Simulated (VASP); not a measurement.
Wanted: the native input for a VASP 6.6.1 run.

- Task: relaxation of cell and atoms
- Functional: PBE
- Dispersion: D3(BJ)
- Potentials or basis: VASP PAW PBE potentials, release 64 (Hf_pv, S)
- Cutoff: 600 eV
- k mesh: 9 × 9 × 5
- Occupations: gaussian, width 0.03 eV
- Spin: no spin polarisation
- Further INCAR settings: ALGO = Normal; EDIFF = 1e-06; IBRION = 2; EDIFFG = -0.01; NSW = 90; ISIF = 3

The structure of HfS2 lies in POSCAR:

```
HfS2
1.0
    3.6396641800      0.0000000000      0.0000000000
   -1.8198320900      3.1520416411      0.0000000000
    0.0000000000      0.0000000000      6.0555624700
Hf S
1 2
Direct
    0.0000000000      0.0000000000      0.0000000000
    0.6666666700      0.3333333300      0.7639520500
    0.3333333300      0.6666666700      0.2360479500
```

The cell is a database's computed one.

One way to write it, as run:

INCAR

```
PREC = Accurate ; ENCUT = 600
EDIFF = 1E-6 ; ISMEAR = 0
SIGMA = 0.03 ; LREAL = False
LASPH = True ; NELM = 80
ALGO = Normal ; ISIF = 3
LWAVE = False ; LCHARG = False
GGA = PE ; IVDW = 12
IBRION = 2 ; NSW = 90
EDIFFG = -0.01 ; KPAR = 2
```

KPOINTS

```
regular mesh
0
Gamma
  9 9 5
```

Potentials or basis: VASP PAW PBE potentials, release 64 (Hf_pv, S).

Run with:

```sh
$ cat potpaw_PBE.64/Hf_pv/POTCAR potpaw_PBE.64/S/POTCAR > POTCAR
$ mpirun -np 2 vasp_std > vasp.out
```

It gave:

```
Relaxed volume                         : 21.55 Å³/atom
Relaxed cell                           : a = 3.597 Å, b = 3.597 Å, c = 5.770 Å, α = 90.00°, β = 90.00°, γ = 120.00°
Space group after relaxing (to 0.05 Å) : P-3m1 (No. 164)
Energy gained by relaxing              : 9.9 meV/atom
Ionic steps                            : 13
Pressure after relaxing                : 0.0 GPa
Band gap on the k mesh                 : 0.91 eV, indirect (least direct gap 1.85 eV)
Dispersion energy per atom             : -0.342 eV
```

Caveat: spin-orbit coupling is left out, which moves the levels of the heavy elements; an odd mesh through Γ misses points on the zone boundary, where band edges often lie.

Wall time 3.3 min on 2 MPI ranks on Intel(R) Xeon(R) Platinum 8375C CPU @ 2.90GHz (Ice Lake) (shared host), peak memory 0.26 GiB a rank.
